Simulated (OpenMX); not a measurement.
Crystal: ZnS.

```
Zn S
1.0
     0.00000    2.70200    2.70200
     2.70200    0.00000    2.70200
     2.70200    2.70200    0.00000
Zn S
1 1
Direct
  0.73972 0.74373 0.74780
  0.99096 0.01185 0.98815
```

The cell isn't the ideal one: atoms moved at random, drawn with an rms of 0.05 Å.

Base run:

- Program: OpenMX 3.8.5
- Functional: PBE
- Potentials or basis: OpenMX 2013 PBE set, Zn6.0H-s3p2d2, S7.0-s2p2d1f1, grid cutoff 500 Ry
- k mesh: 9 × 9 × 9
- Occupations: fermi-dirac, width 0.05 eV
- Spin: no spin polarisation

Its results: band gap on the k mesh 2.31 eV, direct; pressure 5.3 GPa; largest force 0.460 eV/Å.

Question: The run is repeated on the same cell with these changes: potentials or basis from OpenMX 2013 PBE set, Zn6.0H-s3p2d2, S7.0-s2p2d1f1, grid cutoff 500 Ry to OpenMX 2013 PBE set, Zn6.0H-s3p2d2f1, S7.0-s3p2d2f1, grid cutoff 500 Ry. What comes out?

Answer: Band gap on the k mesh 2.20 eV, direct; pressure 4.8 GPa; largest force 0.451 eV/Å.

Caveats: the basis of atomic orbitals isn't converged, which shifts pressures, moduli and gaps.

